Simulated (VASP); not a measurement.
NaF (Villiaumite), 2 atoms in the cell. It takes space group Fm-3m (No. 225, cubic). The conventional cell has a = 4.601 Å, b = 4.601 Å, c = 4.601 Å, α = 90.00°, β = 90.00°, γ = 90.00°. Around Na (site symmetry m-3m) lie 6 F at 2.30 Å. F (site symmetry m-3m) is surrounded by 6 Na at 2.30 Å.  The cell isn't the ideal one: a relaxed cell with its volume scaled by 0.98.

* Program: VASP 6.6.1
* Task: relaxation of the atoms
* Functional: PBE
* Potentials or basis: VASP PAW PBE potentials, release 64 (Na_pv, F_s)
* Cutoff: 300 eV
* k mesh: 5 × 5 × 5
* Occupations: gaussian, width 0.03 eV
* Spin: no spin polarisation
* Further INCAR settings: ALGO = Fast; EDIFF = 1e-07; IBRION = 2; EDIFFG = -0.01; NSW = 40

Potentials or basis: VASP PAW PBE potentials, release 64 (Na_pv, F_s).

The run is started by

```console
$ cat potpaw_PBE.64/Na_pv/POTCAR potpaw_PBE.64/F_s/POTCAR > POTCAR
$ mpirun -np 1 vasp_std > vasp.out
```

Hardware: 1 thread of Intel(R) Xeon(R) Platinum 8375C CPU @ 2.90GHz (Ice Lake), with other jobs on the host.

Estimate the wall time of this run.

Run time: 2.5 s on 1 thread of Intel(R) Xeon(R) Platinum 8375C CPU @ 2.90GHz (Ice Lake), with other jobs on the host, peak memory 0.11 GiB. Counts: scf iterations 15, k points 10, ion steps 1.
